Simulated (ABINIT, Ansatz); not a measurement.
This is a calculation of WS2 (Tungstenite) for Ansatz 0.2.0. Atoms were shifted at random by some hundredths of an Å from the given cell, which wasn't relaxed again for these runs. 

File input.yaml:

```yaml
crystal:
  lattice:
    - [1.579, 0.9116360751, 6.1633333333]
    - [-1.579, 0.9116360751, 6.1633333333]
    - [0.0, -1.8232721501, 6.1633333333]
  atoms:
    - { symbol: W, position: [-0.012977, 0.010914, 0.008371] }
    - { symbol: S, position: [0.5857, 0.58146, 0.572522] }
    - { symbol: S, position: [0.747503, 0.739975, 0.770819] }
kpoints:
  mp_grid: { grid: [10, 10, 10] }
scf:
  occupations: { method: fermi_dirac, width: 0.05 }
hamiltonian:
  xc: pbesol
  pseudopotentials: { kind: all_electron, lapw: { basis_error: 0.001 } }
output:
  forces: true
  stress: true
  eigenvalues: true
  populations: true
```

Potentials or basis: all-electron LAPW, scalar-relativistic.

The run is started by

```sh
$ ansatz run input.yaml --threads 2 --pin off --max-ram 8192MiB --backend cpu --events-out ev --progress --plain --runs-dir out
```

What does the same run look like in ABINIT 10.8.3 (patched build)? Potentials or basis there: PseudoDojo NC SR PBEsol v0.4.1 standard, cutoff 1007 eV.

As run (cutoffs and basis follow the program's own potentials, and thresholds, step limits or extra output files can differ):

File run.abi:

```
# Pseudopotentials
pp_dirpath "./"
pseudos "W.upf, S.upf"

# Structure
acell 3*1.0
rprim
     2.9838775508     1.7227425073    11.6470120147
    -2.9838775508     1.7227425073    11.6470120147
     0.0000000000    -3.4454850143    11.6470120147
ntypat 2
znucl 74 16
natom 3
typat 1 2 2
xred
    -0.0129770000     0.0109140000     0.0083710000
     0.5857000000     0.5814600000     0.5725220000
     0.7475030000     0.7399750000     0.7708190000
chkprim 0
chksymtnons 0
tolsym 1.0e-6

# Plane-wave basis
ecut 37.0

# k points
kptopt 1
ngkpt 10 10 10
nshiftk 1
shiftk 0.0 0.0 0.0

# Exchange and correlation
ixc -116133

# Bands and occupations
nband 17
occopt 3
tsmear 0.05 eV

# SCF cycle
nstep 100
tolvrs 1.0e-10

# Output
iomode 3
prtwf 0
prtden 0
prteig 0
prtebands 0
enunit 1
```

Potentials or basis: PseudoDojo NC SR PBEsol v0.4.1 standard.

Run with:

```console
$ mpirun --bind-to none -np 4 abinit run.abi > log 2>&1
```

Both were run:

|  | Ansatz | ABINIT |
| --- | --- | --- |
| Pressure | -3.6 GPa | -3.6 GPa |
| Largest force | 1.653 eV/Å | 1.653 eV/Å |

Where Ansatz's input types no cutoff or centring, it takes its own default and a Γ-centred mesh.

Pressure is positive in compression.
